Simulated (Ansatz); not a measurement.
**Lattice vibrations of TaN at Γ at 40 GPa**

All numbers below come from DFT PBEsol, scalar-relativistic, plane waves, PAW in Ansatz 0.2.0. Cutoff 420 eV, 18×18×14 k-points (Γ-centred), Fermi-Dirac smearing of 0.15 eV. No spin polarisation. Phonons by linear response, acoustic sum rule imposed.

The cell, relaxed at 40 GPa:
```xyz
2
Lattice="2.8313 0.0000 0.0000 -1.4156 2.4519 0.0000 0.0000 0.0000 2.7954" Properties=species:S:1:pos:R:3 pbc="T T T"
Ta    0.0000    1.6346    1.3977
N     0.0000    0.0000    0.0000
```

In a metal, frequencies and elastic constants depend on the k mesh and the smearing, soft modes and shear constants most. Spin–orbit coupling is left out, which matters for heavy elements. Other phases may be more stable at this pressure. A semilocal functional can close a gap that the real compound has.

Optical modes at Γ; i marks an imaginary frequency:
| frequency (THz) | degeneracy |
| --- | --- |
| 18.39 | 2 |
| 20.10 | 1 |

All 3 optical modes at Γ are real: no displacement of atoms at fixed cell lowers the energy to second order. Strains and modes at other wave vectors aren't tested by this run.

This form isn't the usual stable structure of the compound at low pressure.

Cost: 1 run of about 2.7 core-minutes, on Intel Xeon Processor @ 2.50GHz (Skylake/Cascade Lake) (shared hosts).